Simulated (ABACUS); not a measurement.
Runs of ABACUS 3.10.1 on Pt. It takes space group Fm-3m (No. 225, cubic). The conventional cell has a = 3.922 Å, b = 3.922 Å, c = 3.922 Å, α = 90.00°, β = 90.00°, γ = 90.00°. Pt (site symmetry m-3m) has 12 Pt at 2.77 Å as nearest neighbours. 

```tsv
task	level	potentials or basis	cell	k mesh	cutoff (eV)	radial cutoff of the potentials (pseudo_rcut)	orbital files	max steps of the relaxation	force threshold	optimiser	gap on the mesh (eV)	pressure (GPa)	V0 of scaled cells (Å³/atom)	relaxed volume (Å³/atom)	B0 (GPa)
relaxation of cell and atoms	r2SCAN	SG15 ONCV 1.2 PBE, DZP LCAO (the cutoffs set its grid)	relaxed	9 × 9 × 9	1361	7 bohr	Pt Pt_confined-atom_7au_3s2p2d1f.orb	60	0.02 eV/Å	cg	-	0.0	-	(a)	-
relaxation of cell and atoms	HCTH407	SPMS ONCV 1.0 PBE, plane waves	relaxed	10 × 10 × 10	1143	10 bohr	-	-	0.03 eV/Å	ASE LBFGS	none	0.1	-	15.33	-
equation of state	SOGGA	PseudoDojo NC SR 0.4.1 PBEsol standard, plane waves	as given	10 × 10 × 10	1143	10 bohr	-	-	-	-	-	-	14.84	-	(c)
relaxation of cell and atoms	AM05	GBRV ultrasoft 1.5 PBEsol, plane waves	relaxed	10 × 10 × 10	544	10 bohr	-	60	0.005 eV/Å	cg	none	0.0	-	14.87	-
equation of state	PBEsol	PseudoDojo NC SR 0.4.1 PBEsol standard, plane waves	as given	12 × 12 × 12	1143	7 bohr	-	-	-	-	-	-	(b)	-	287
single point	r2SCAN	SG15 ONCV 1.2 PBE, DZP LCAO (the cutoffs set its grid)	as given	9 × 9 × 9	1361	7 bohr	Pt Pt_confined-atom_7au_3s2p2d1f.orb	-	-	-	none	5.1	-	-	-
```

Alike in all rows: no spin polarisation; smearing fermi-dirac 0.05 eV.

Q: Fill in the values left out.

A: (a) 15.35; (b) 15.02; (c) 302.

Caveats: the potentials were made for another functional, which shifts forces and pressure (some runs); the atomic orbitals were generated for these runs and aren't a published set (some runs); the basis of atomic orbitals isn't converged, which shifts pressures, moduli and gaps (some runs).

A k mesh can miss the band edges, and the runs leave out spin-orbit coupling on Pt.

A gap of «none» marks a metal or a gap under the smearing width.

The runs don't all hold the same shells in valence.

Runs at the PBE level aren't shown here.
